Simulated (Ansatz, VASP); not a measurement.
**One calculation of Ge, two programs**

Contents of INCAR:

```
PREC = Accurate ; ENCUT = 520
EDIFF = 1E-6 ; ISMEAR = -1
SIGMA = 0.05 ; LREAL = F
LASPH = T ; NELM = 100
ALGO = Normal ; ISIF = 2
LWAVE = F ; LCHARG = F
GGA = B5 ; ALDAX = 1.0
AGGAX = 1.0 ; AGGAC = 1.0
ALDAC = 0.0 ; NBANDS = 21
```

The input KPOINTS:

```
regular mesh
0
Gamma
  9 9 9
```

The input POSCAR:

```
Ge
1.0
    0.0000000000      2.9070874683      2.9070874683
    2.9070874683      0.0000000000      2.9070874683
    2.9070874683      2.9070874683      0.0000000000
Ge
2
Direct
    0.5000000000      0.5000000000      0.5000000000
    0.7500000000      0.7500000000      0.7500000000
```

Input for Ansatz:

```yaml
crystal:
  lattice:
    - [0.0, 2.9070874683, 2.9070874683]
    - [2.9070874683, 0.0, 2.9070874683]
    - [2.9070874683, 2.9070874683, 0.0]
  atoms:
    - { symbol: Ge, position: [0.5, 0.5, 0.5] }
    - { symbol: Ge, position: [0.75, 0.75, 0.75] }
hamiltonian:
  xc: blyp
  pseudopotentials:
    kind: paw
    azcp:
      Ge: "pseudopotentials/Ge.paw.azcp"
basis:
  ecutwfc: 420
  fft_grid_basis: typed
kpoints:
  mp_grid: { grid: [9, 9, 9], shift: [0, 0, 0] }
magnetization:
  spin_polarized: false
scf:
  occupations: { method: fermi_dirac, width: 0.05 }
output:
  stress: true
```

Alike in both runs: task single point; functional BLYP; k mesh 9 × 9 × 9; occupations fermi-dirac, width 0.05 eV; no spin polarisation.

```csv
,VASP,Ansatz
version,VASP 6.6.1,Ansatz 0.2.0
potentials or method,"VASP PAW PBE potentials, release 64 (Ge_d)","plane waves (420 eV) with PAW, scalar-relativistic"
plane-wave cutoff (eV),520,420
valence electrons in the cell,28,28
```

|  | VASP | Ansatz | Ansatz less VASP |
| --- | --- | --- | --- |
| pressure (GPa) | 2.0 | 1.8 | -0.16 |

Caveats: the PAW data sets were made with another functional, which shifts forces and pressure a little (VASP).
